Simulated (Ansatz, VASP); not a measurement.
# H7Rh2: VASP beside Ansatz

```
H Rh
1.0
     4.23370    0.00000    0.00000
    -2.11685    3.66649    0.00000
     0.00000    0.00000    6.04850
H Rh
7 2
Direct
  0.70281 0.00000 0.50000
  0.00000 0.70281 0.50000
  0.29719 0.29719 0.50000
  0.29719 0.00000 0.50000
  0.00000 0.29719 0.50000
  0.70281 0.70281 0.50000
  0.00000 0.00000 0.00000
  0.00000 0.00000 0.28507
  0.00000 0.00000 0.71493
```

Alike in both runs: functional PBE; k mesh 12 × 12 × 6; occupations gaussian, width 0.1 eV; no spin polarisation.

Ansatz relaxed the structure, and its values are those at the end. VASP's run is a single point on that final structure, the one shown.

|  | VASP | Ansatz |
| --- | --- | --- |
| version | VASP 6.6.1 | Ansatz 0.2.0 |
| potentials or method | VASP PAW PBE potentials, release 64 (H, Rh_pv) | scalar-relativistic, plane waves, PAW |
| plane-wave cutoff (eV) | 520 | 420 |
| valence electrons in the cell | 37 | 41 |

VASP gave:

| Item | Value |
| --- | --- |
| gap on the k mesh at the Fermi level (eV) | none |
| pressure (GPa) | 0.0 |
| rms of the force components (eV/Å) | 0.017 |

Problem. What did Ansatz give for the same quantities?

Solution. gap on the k mesh at the Fermi level (eV): none; pressure (GPa): 0.0; rms of the force components (eV/Å): 0.000.

A gap of «none» marks a metal or a gap that the smearing closes. The two sets of potentials don't hold the same shells in valence.
